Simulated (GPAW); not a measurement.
# Ge (Imma) in GPAW: a series of runs

One crystal, Ge, is run at these levels: PBE; tasks: single point.

Everything below comes from runs of GPAW 26.7.0. Logs are shortened: lines on timing, memory, paths and dates and some standing lists are left out, and cuts for length are marked. The log counts tension as positive stress, the text compression.

## (1) The crystal as given

It takes space group Imma (No. 74, orthorhombic). The conventional cell has a = 4.992 Å, b = 5.302 Å, c = 2.874 Å, α = 90.00°, β = 90.00°, γ = 90.00°. Ge (site symmetry mm2) is surrounded by 6 Ge at 2.68 to 2.87 Å.

This isn't the form of Ge at room conditions, which is diamond.

## (2) Single point, PBE

Input file run.py:

```python
from ase.dft.bandgap import bandgap
from ase.io import read, write
from ase.units import GPa
from gpaw import GPAW, PW

atoms = read('Ge.xyz')

calc = GPAW(mode=PW(600),
            xc='PBE',
            kpts={'size': (11, 11, 11), 'gamma': True},
            occupations={'name': 'methfessel-paxton', 'order': 0, 'width': 0.05},
            nbands=11,
            convergence={'density': 1e-05, 'energy': 1e-05},
            maxiter=150,
            txt='gpaw.txt')
atoms.calc = calc
energy = atoms.get_potential_energy()
forces = atoms.get_forces()
stress = atoms.get_stress()
calc.write('gs.gpw')
write('result.traj', atoms)
print(f'Energy: {energy:.6f} eV')
print('Forces (eV/A):')
print(forces.round(4))
print('Stress (GPa):', (stress / GPa).round(3))
print('Fermi level:', round(calc.get_fermi_level(), 4), 'eV')
print(f'Gap: {bandgap(calc)[0]:.4f} eV, direct: {bandgap(calc, direct=True)[0]:.4f} eV')
```

Input file Ge.xyz:

```xyz
2
Lattice="-2.4958980000 2.6508630000 1.4369470000 2.4958980000 -2.6508630000 1.4369470000 2.4958980000 2.6508630000 -1.4369470000" Properties=species:S:1:pos:R:3 pbc="T T T"
Ge     0.0000000000      1.3254315000      0.1840930280
Ge     2.4958980000      1.3254315000      1.2528539720
```

Potentials or basis: GPAW PAW data sets (gpaw-data 1.2.1), pw.

The run is started by

```
> OMP_NUM_THREADS=1 python run.py
```

gpaw.txt:

```text
__  _  _
 | _ |_)|_||  |
 |__||  | ||/\| - 26.7.0

Input parameters:
  mode=PW(ecut=600.0),
  convergence={'density': 1e-05, 'energy': 1e-05},
  kpts=MonkhorstPack(size=(11, 11, 11), gamma=True),
  maxiter=150,
  nbands=11,
  occupations=Occupations(name='methfessel-paxton', order=0, width=0.05),
  xc=XC(name='PBE')

Diagonalizing LCAO Hamiltonian
Converting LCAO to pw mode

             Ge

       Ge

Atoms  # Å, Bohr magnetons
|   | symbol |        x |        y |        z |    initial magnetic moments |
|---|--------|----------|----------|----------|-----------------------------|
| 0 |     Ge | 0.000000 | 1.325432 | 0.184093 | ( 0.0000,  0.0000,  0.0000) |
| 1 |     Ge | 2.495898 | 1.325432 | 1.252854 | ( 0.0000,  0.0000,  0.0000) |

Unit cell  # Å
| periodic |         x |         y |         z |  lengths |     angles |
|----------|-----------|-----------|-----------|----------|------------|
|      yes | -2.495898 |  2.650863 |  1.436947 | 3.914256 | 100.767417 |
|      yes |  2.495898 | -2.650863 |  1.436947 | 3.914256 |  94.744414 |
|      yes |  2.495898 |  2.650863 | -1.436947 | 3.914256 | 136.925499 |

Number of symmetries: 4
Symmetry operations  # r_c * U_cc + t_c -> r_c
|   | kind |            matrix            |
|---|------|------------------------------|
| 0 |  σ   |  1, 1, 1,  0, 0,-1,  0,-1, 0 |
| 1 |  E   |  1, 0, 0,  0, 1, 0,  0, 0, 1 |
| 2 |  i   | -1, 0, 0,  0,-1, 0,  0, 0,-1 |
| 3 |  C2  | -1,-1,-1,  0, 0, 1,  0, 1, 0 |

BZ-sampling:
  Number of BZ points: 1331
  Number of IBZ points: 366

  Monkhorst-Pack size: [11, 11, 11]
  Monkhorst-Pack shift: [0, 0, 0]

K-points  # in reciprocal-cell coordinates
|     |                                coordinates |     weight |
|-----|--------------------------------------------|------------|
|   0 | (  0.00000000,   0.00000000,   0.00000000) | 0.00075131 |
|   1 | (  0.00000000,   0.09090909,  -0.09090909) | 0.00150263 |
|   2 | (  0.00000000,   0.18181818,  -0.18181818) | 0.00150263 |
|   3 | (  0.00000000,   0.27272727,  -0.27272727) | 0.00150263 |
|   4 | (  0.00000000,   0.36363636,  -0.36363636) | 0.00150263 |
|   5 | (  0.00000000,   0.45454545,  -0.45454545) | 0.00150263 |
|   6 | (  0.09090909,  -0.45454545,   0.36363636) | 0.00300526 |
|   7 | (  0.09090909,  -0.45454545,   0.45454545) | 0.00150263 |
|   8 | (  0.09090909,  -0.36363636,   0.27272727) | 0.00300526 |
|   9 | (  0.09090909,  -0.36363636,   0.36363636) | 0.00150263 |
| ... |                                            |            |
| 365 | (  0.45454545,   0.45454545,   0.45454545) | 0.00300526 |

Plane wave coefficients: 1288
Cutoff: 600.0 eV

Spin-components: 1 (collinear spins)
Bands:           11
Projectors:      10
Spin-degeneracy: 2
Datatype:        complex128

Parallelization:
  kpt:    1
  domain: 1
  band:   1

Density:
  Valence electrons: 8.0
  Components: 1
  Grid points: [24 24 24]
  Charge: 0.0  # |e|

Potential:
  Grid points: [24 24 24]

species:
  Ge:
    name:    Germanium
    Z:       32.0
    valence: 4
    core:    28
    charge:  0.0  # [|e|]
    compensation charges:
      type: gauss
      rc: 0.32  # [Å]
      lmax: 2
    cutoffs:
      filter: 1.77  # [Å]
      core: 3.42  # [Å]
    projectors
    | kind |    occ | energy [eV] | rcut [Å] |
    |------|--------|-------------|----------|
    |   4s |  2.000 |     -11.726 |    1.005 |
    |   4p |  2.000 |      -3.896 |    1.005 |
    |    s |        |      15.485 |    1.005 |
    |    p |        |      23.315 |    1.005 |
    |    d |        |       0.000 |    1.005 |

    Using partial waves for Ge as LCAO basis

Reference energy: -114195.275705  # eV

eigensolver:
  PPCG
  Converge bands: occupied
  niter=2

density mixing:
  MSR1-Mixer
  Pratt-step length: 0.05
  Maximum mixing coefficient: 0.75
  Old densities: 10
  SVD Regularization: 0.005
  Good broyden scale: 1.0
  Trust region scale: 1.0
  Backstep threshold: 4.0
  History deletion threshold: 6.0
  Fourier metric: weight=20.0, sigma=0.015

occupation numbers:
  Methfessel-Paxton:
    width: 0.0500  # eV
    order: 0

poisson solver:
  ecut: 4800.0  # eV

xc functional:
  name: PBE with 2 nearest neighbor stencil

convergence criteria:
- Maximum integral of absolute [dens]ity change: 1e-05 electrons / valence electron
- Maximum [total energy] change in last 3 cyles: 1e-05 eV / valence electron
- Maximum integral of absolute [eigenst]ate change: 4e-08 eV^2 / valence electron
maximum number of iterations: 150

SCF iterations
|iter     | |      energy | eigst |  dens |
|---------|-|-------------|-------|-------|
|iter:   1| |   -8.581689 | -0.71 |       |
|iter:   2| |   -8.581770 | -3.11 | -1.19 |
|iter:   3| |   -8.576476 | -3.45 | -1.21 |
|iter:   4| |   -8.576624 | -4.32 | -1.74 |
|iter:   5| |   -8.576612 | -5.48 | -2.65 |
|iter:   6| |   -8.576612c| -7.30 | -3.78 |
|iter:   7| |   -8.576612c| -7.96c| -4.47 |
|iter:   8| |   -8.576612c| -8.96c| -5.21c|

Converged in 8 steps
Energy contributions relative to reference atoms: (reference = -114195.275705)

Energy contributions:
  Kinetic:          16.068615
  Coulomb:         -14.277314
  Zero:             -0.003237
  External:          0.000000
  Xc:              -10.364153
  Entropy:          -0.001048
  Spinorbit:         0.000000
  ----------------------------
  Free energy:      -8.577136
  Extrapolated:     -8.576612

dipole moment: (0.000155, 0.000165, 0.000089)  # |e|*Ang

Fermi level: 7.726
Eigenvalues  # (at kpt = [0.000, 0.000, 0.000])
| band index |      eig [eV] | occ [0-2] |
|------------|---------------|-----------|
|          0 |        -5.387 |     2.000 |
|          1 |         3.894 |     2.000 |
|          2 |         5.363 |     2.000 |
|          3 |         5.808 |     2.000 |
|          4 |        11.163 |     0.000 |
|          5 |        14.689 |     0.000 |
|          6 |        14.901 |     0.000 |
|          7 |        15.621 |     0.000 |
|          8 |        15.961 |     0.000 |
|          9 |        18.257 |     0.000 |
|         10 |        20.165 |     0.000 |

No gap
No difference between direct/indirect transitions

Forces  # eV/Ang
|       x |        y |        z |
|---------|----------|----------|
| 0.00000 | -0.00000 |  0.06021 |  # Ge   0
| 0.00000 |  0.00000 | -0.06021 |  # Ge   1

Stress tensor  # eV/Ang^3
|         x |        y |         z |
|-----------|----------|-----------|
| -0.013903 | 0.000000 |  0.000000 |
|  0.000000 | 0.000444 |  0.000000 |
|  0.000000 | 0.000000 | -0.004085 |

# Writing to gs.gpw (mode='')
```

Wall time 73 s (1 thread of Arm Neoverse V2, shared host); peak memory 0.3 GiB.

What came out:

| Item | Value |
| --- | --- |
| Free energy | -8.5771 eV |
| Pressure | 0.9 GPa |
| Largest force | 0.060 eV/Å |
| Band gap on the k mesh | none (metal or under the smearing width) |

Forces on the atoms (eV/Å):
```
Ge   0.000  0.000  0.060
Ge   0.000  0.000 -0.060
```

Stress tensor (GPa, compression positive):
```
 2.23  0.00  0.00
 0.00 -0.07  0.00
 0.00  0.00  0.65
```

Levels at points of the mesh, in eV from the Fermi level:
```
           k point  band 1  band 2  band 3  band 4  band 5  band 6  band 7
(0.00, 0.00, 0.00)  -13.11   -3.83   -2.36   -1.92    3.44    6.96    7.17
```

## (3) Single point, PBE

Input file run.py:

```python
from ase import Atoms
from ase.dft.bandgap import bandgap
from ase.io import write
from ase.units import Bohr, GPa
from gpaw import GPAW, PW
from gpaw.elf import elf_from_dft_calculation

atoms = Atoms(['Ge', 'Ge'],
              cell=[[-2.495898, 2.650863, 1.436947],
                    [2.495898, -2.650863, 1.436947],
                    [2.495898, 2.650863, -1.436947]],
              scaled_positions=[[0.314057, 0.064057, 0.25],
                                [0.685943, 0.935943, 0.75]],
              pbc=True)

calc = GPAW(mode=PW(600),
            xc='PBE',
            kpts={'size': (11, 11, 11), 'gamma': True},
            occupations={'name': 'methfessel-paxton', 'order': 0, 'width': 0.02},
            nbands=11,
            convergence={'density': 1e-05, 'energy': 1e-05},
            maxiter=150,
            txt='gpaw.txt')
atoms.calc = calc
energy = atoms.get_potential_energy()
forces = atoms.get_forces()
stress = atoms.get_stress()
calc.write('gs.gpw')
write('result.traj', atoms)
print(f'Energy: {energy:.6f} eV')
print('Forces (eV/A):')
print(forces.round(4))
print('Stress (GPa):', (stress / GPa).round(3))
print('Fermi level:', round(calc.get_fermi_level(), 4), 'eV')
print(f'Gap: {bandgap(calc)[0]:.4f} eV, direct: {bandgap(calc, direct=True)[0]:.4f} eV')

# fields on the real-space grid
write('density.cube', atoms, data=calc.get_pseudo_density() * Bohr**3)
write('potential.cube', atoms, data=calc.get_electrostatic_potential())
write('elf.cube', atoms, data=elf_from_dft_calculation(calc).data)
```

Potentials or basis: GPAW PAW data sets (gpaw-data 1.2.1), pw.

The run is started by

```
> OMP_NUM_THREADS=1 python run.py
```

Wall time 74 s (1 thread of Arm Neoverse V2, shared host); peak memory 0.3 GiB.

It converged, with:

* Free energy: -8.5766 eV
* Pressure: 0.9 GPa
* Largest force: 0.060 eV/Å
* Band gap on the k mesh: none (metal or under the smearing width)

Forces on the atoms (eV/Å):
```
Ge   0.000  0.000  0.060
Ge   0.000  0.000 -0.060
```

Stress tensor (GPa, compression positive):
```
 2.29  0.00  0.00
 0.00 -0.25  0.00
 0.00  0.00  0.77
```

Levels at points of the mesh, in eV from the Fermi level:
```tsv
k point	band 2	band 3	band 4	band 5	band 6	band 7
(0.00, 0.00, 0.00)	-3.83	-2.36	-1.92	3.44	6.96	7.17
```

## (4) Single point, PBE

Input file run.py:

```python
from ase.dft.bandgap import bandgap
from ase.io import read, write
from ase.units import GPa
from gpaw import GPAW, PW

atoms = read('Ge.xyz')

calc = GPAW(mode=PW(600),
            xc='PBE',
            kpts={'size': (11, 11, 11), 'gamma': True},
            occupations={'name': 'methfessel-paxton', 'order': 0, 'width': 0.1},
            nbands=11,
            convergence={'density': 1e-05, 'energy': 1e-05},
            maxiter=150,
            txt='gpaw.txt')
atoms.calc = calc
energy = atoms.get_potential_energy()
forces = atoms.get_forces()
stress = atoms.get_stress()
calc.write('gs.gpw')
write('result.traj', atoms)
print(f'Energy: {energy:.6f} eV')
print('Forces (eV/A):')
print(forces.round(4))
print('Stress (GPa):', (stress / GPa).round(3))
print('Fermi level:', round(calc.get_fermi_level(), 4), 'eV')
print(f'Gap: {bandgap(calc)[0]:.4f} eV, direct: {bandgap(calc, direct=True)[0]:.4f} eV')
```

Ge.xyz is that of step 2.

Potentials or basis: GPAW PAW data sets (gpaw-data 1.2.1), pw.

The run is started by

```
> OMP_NUM_THREADS=1 python run.py
```

gpaw.txt:

```text
__  _  _
 | _ |_)|_||  |
 |__||  | ||/\| - 26.7.0

Input parameters:
  mode=PW(ecut=600.0),
  convergence={'density': 1e-05, 'energy': 1e-05},
  kpts=MonkhorstPack(size=(11, 11, 11), gamma=True),
  maxiter=150,
  nbands=11,
  occupations=Occupations(name='methfessel-paxton', order=0, width=0.1),
  xc=XC(name='PBE')

Diagonalizing LCAO Hamiltonian
Converting LCAO to pw mode

             Ge

       Ge

Atoms  # Å, Bohr magnetons
|   | symbol |        x |        y |        z |    initial magnetic moments |
|---|--------|----------|----------|----------|-----------------------------|
| 0 |     Ge | 0.000000 | 1.325432 | 0.184093 | ( 0.0000,  0.0000,  0.0000) |
| 1 |     Ge | 2.495898 | 1.325432 | 1.252854 | ( 0.0000,  0.0000,  0.0000) |

Unit cell  # Å
| periodic |         x |         y |         z |  lengths |     angles |
|----------|-----------|-----------|-----------|----------|------------|
|      yes | -2.495898 |  2.650863 |  1.436947 | 3.914256 | 100.767417 |
[... 129 lines left out ...]
|iter:   8| |   -8.576710c| -8.95c| -5.21c|

Converged in 8 steps
Energy contributions relative to reference atoms: (reference = -114195.275705)

Energy contributions:
  Kinetic:          16.096699
  Coulomb:         -14.302825
  Zero:             -0.003264
  External:          0.000000
  Xc:              -10.365471
  Entropy:          -0.003696
  Spinorbit:         0.000000
  ----------------------------
  Free energy:      -8.578558
  Extrapolated:     -8.576710

dipole moment: (0.000155, 0.000165, 0.000089)  # |e|*Ang

Fermi level: 7.726
Eigenvalues  # (at kpt = [0.000, 0.000, 0.000])
| band index |      eig [eV] | occ [0-2] |
|------------|---------------|-----------|
|          0 |        -5.387 |     2.000 |
|          1 |         3.894 |     2.000 |
|          2 |         5.363 |     2.000 |
|          3 |         5.809 |     2.000 |
|          4 |        11.163 |     0.000 |
|          5 |        14.689 |     0.000 |
|          6 |        14.900 |     0.000 |
|          7 |        15.621 |     0.000 |
|          8 |        15.961 |     0.000 |
|          9 |        18.257 |     0.000 |
|         10 |        20.165 |     0.000 |

No gap
No difference between direct/indirect transitions

Forces  # eV/Ang
|       x |        y |        z |
|---------|----------|----------|
| 0.00000 | -0.00000 |  0.05703 |  # Ge   0
| 0.00000 |  0.00000 | -0.05703 |  # Ge   1

Stress tensor  # eV/Ang^3
|         x |         y |         z |
|-----------|-----------|-----------|
| -0.013650 |  0.000000 |  0.000000 |
|  0.000000 | -0.000746 |  0.000000 |
|  0.000000 |  0.000000 | -0.003603 |

# Writing to gs.gpw (mode='')
```

stdout:

```text
Energy: -8.576710 eV
Forces (eV/A):
[[ 0.    -0.     0.057]
 [ 0.     0.    -0.057]]
Stress (GPa): [-2.187 -0.12  -0.577  0.     0.     0.   ]
Fermi level: 7.7256 eV
Gap: 0.0000 eV, direct: 0.0000 eV
```

It took 72 s on 1 thread of Arm Neoverse V2, shared host; peak memory 0.3 GiB.

Results:

| Property | Result |
| --- | --- |
| Free energy | -8.5786 eV |
| Pressure | 1.0 GPa |
| Largest force | 0.057 eV/Å |
| Band gap on the k mesh | none (metal or under the smearing width) |

Forces on the atoms (eV/Å):
```
Ge   0.000  0.000  0.057
Ge   0.000  0.000 -0.057
```

Levels at points of the mesh, in eV from the Fermi level:
| k point | band 2 | band 3 | band 4 | band 5 | band 6 | band 7 |
| --- | --- | --- | --- | --- | --- | --- |
| (0.00, 0.00, 0.00) | -3.83 | -2.36 | -1.92 | 3.44 | 6.96 | 7.17 |

## (5) Summary

| smearing | gap on the mesh (eV) | pressure (GPa) | largest force (eV/Å) |
| --- | --- | --- | --- |
| gaussian 0.05 eV | none | 0.9 | 0.06 |
| gaussian 0.02 eV | none | 0.9 | 0.06 |
| gaussian 0.1 eV | none | 1.0 | 0.06 |

Alike in all rows: task single point; level PBE; potentials or basis GPAW PAW data sets (gpaw-data 1.2.1), pw; no spin polarisation; cell as given; k mesh 11 × 11 × 11; cutoff (eV) 600.

Every run on the cell as given and a fine mesh finds a metal.

Total energies depend on the potentials used, so only differences within one code and one set of settings carry meaning.
